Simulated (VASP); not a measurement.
Input of a VASP 6.6.1 run:

Contents of INCAR:

```
SYSTEM = CaO
ALGO = Normal
EDIFF = 1E-7
ENCUT = 520
GGA = PE
ISIF = 2
ISMEAR = -1
LASPH = .True.
LCHARG = .True.
LELF = .True.
LREAL = .False.
LVHAR = .True.
LWAVE = .False.
NBANDS = 24
NELM = 100
PREC = Accurate
SIGMA = 0.05
```

Contents of KPOINTS:

```
k-points
0
Gamma
  8 8 6
  0 0 0
```

File POSCAR:

```
CaO
1.0
    3.9919758245      0.0000000000      0.0000000000
   -1.9959879122      3.4571524753      0.0000000000
    0.0000000000      0.0000000000      4.7848400100
Ca O
2 2
Direct
    0.6666666667      0.3333333333      0.2500000000
    0.3333333333      0.6666666667      0.7500000000
    0.6666666667      0.3333333333      0.7500000000
    0.3333333333      0.6666666667      0.2500000000
```

Potentials or basis: VASP PAW PBE potentials, release 64 (Ca_sv, O).

The run is started by

```bash
$ cat potpaw_PBE.64/Ca_sv/POTCAR potpaw_PBE.64/O/POTCAR > POTCAR
$ mpirun -np 1 vasp_std > vasp.out
```

Problem. What does it give for the pressure?

Solution. 1.5 GPa.

Problem. Predict the band gap on the k mesh.

Solution. 3.16 eV, direct.

Stress tensor (GPa, compression positive):
```
1.36 0.00 0.00
0.00 1.36 0.00
0.00 0.00 1.73
```

A k mesh can miss the band edges.
